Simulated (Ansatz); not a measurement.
Relaxed bulk TiC, space group Fm-3m (No. 225):

```cif
data_structure
_symmetry_space_group_name_H-M 'Fm-3m'
_symmetry_Int_Tables_number 225
_cell_length_a 4.3329
_cell_length_b 4.3329
_cell_length_c 4.3329
_cell_angle_alpha 90.000
_cell_angle_beta 90.000
_cell_angle_gamma 90.000
_cell_volume 81.35
loop_
_atom_site_label
_atom_site_type_symbol
_atom_site_symmetry_multiplicity
_atom_site_Wyckoff_symbol
_atom_site_fract_x
_atom_site_fract_y
_atom_site_fract_z
_atom_site_occupancy
Ti1 Ti 4 a 0.00000 0.00000 0.00000 1
C1 C 4 b 0.50000 0.00000 0.00000 1
```

These are results of DFT PBE, scalar-relativistic, plane waves, PAW in Ansatz, not measurements. Cutoff 420 eV, k spacing 0.19 to 0.25 Å⁻¹, dipole correction; no spin polarisation.

Slabs with different planes and terminations (top/bottom plane) are cut from it in 1×1 cells and relaxed. Each holds whole formula units counted by Ti and an excess Δn of C (negative: a deficit); ΔE is its energy over those formula units in the bulk and the excess in the standard state of C. The formation energy of TiC is -1.661 eV a formula unit (uncorrected), so Δμ(C) runs from -1.661 eV to 0 if no other compound intervenes.

```csv
slab,A (Å²),Δn(C),ΔE (eV)
"(111) Ti/Ti, Ti5C4",8.13,-1.00,3.145
"(111) Ti/C, Ti5C5",8.13,0,5.661
"(111) C/C, Ti5C6",8.13,+1.00,8.088
"(100) TiC/TiC, Ti6C6",9.39,0,1.908
```

Question: Work out each slab's surface energy at the C-rich and C-poor ends.

Answer: γ = [ΔE − Δn·Δμ(C)]/(2A) × 16.02 J/m² per eV/Å², the mean of both faces:

```
                slab C-rich (J/m²) C-poor (J/m²)
  (111) Ti/Ti, Ti5C4           3.10           1.46
   (111) Ti/C, Ti5C5           5.58           5.58
    (111) C/C, Ti5C6           7.97           9.61
(100) TiC/TiC, Ti6C6           1.63           1.63
```

Question: Does the lowest surface change with the conditions?

Answer: Yes: among these slabs (100) TiC/TiC, Ti6C6 is lowest at the C-rich end and (111) Ti/Ti, Ti5C4 at the C-poor end. Their lines cross where (ΔE − Δn·Δμ)/A is equal, at Δμ(C) = -1.49 eV, with γ = 1.63 J/m².

Only the planes named were cut, so another facet can lie lower still. Reconstructions in larger cells weren't sought.